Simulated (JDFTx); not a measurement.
# Au: equation of state with PBEsol

**Experimental background.**

From “Exploring toroidal anvil profiles for larger sample volumes above 4 Mbar”, 2024, pmc:11102561, for a bulk crystal of Au: bulk modulus 167 GPa.

Crystal: Au.

```
Au
1.0
     0.00000    2.03500    2.03500
     2.03500    0.00000    2.03500
     2.03500    2.03500    0.00000
Au
1
Cartesian
  0.0000 0.0000 0.0000
```

```
Program                                 : JDFTx 1.7.0 (patched build)
Task                                    : equation of state
Functional                              : PBEsol
Potentials or basis                     : PseudoDojo-SR-PBEsol-0.4.1-standard with smoothed tails
Cutoff                                  : 1034 eV
Density cutoff                          : 4136 eV
k mesh                                  : 11 × 11 × 11
Occupations                             : fermi-dirac, width 0.05 eV
Spin                                    : no spin polarisation
Local potential set to -Z/r beyond      : 6 bohr
Bands                                   : 15
Density cutoff over wavefunction cutoff : 4
Max SCF steps                           : 100
SCF threshold on the energy             : 1e-09 Ha
Solver of the electrons                 : scf
```

```yaml
Equilibrium_volume: 16.97 Å³/atom
Bulk_modulus: 176 GPa
Pressure_derivative_of_the_bulk_modulus: 5.8
```

Energy against volume, from the lowest point:
```
volume (Å³/atom)  energy (meV/atom)
          15.843              47.80
          16.181              22.18
          16.518               6.67
          16.855               0.00
          17.192               1.06
          17.529               8.87
          17.866              22.61
```

Measured bulk modulus of Au: 167 GPa (quoted in “Exploring toroidal anvil profiles for larger sample volumes above 4 Mbar”, 2024, pmc:11102561). This calculation gives 176 GPa (+5.6 %). The fit is for a static lattice scaled at fixed shape and fixed fractional positions.

The run has no spin-orbit coupling, so splittings on Au are missing.
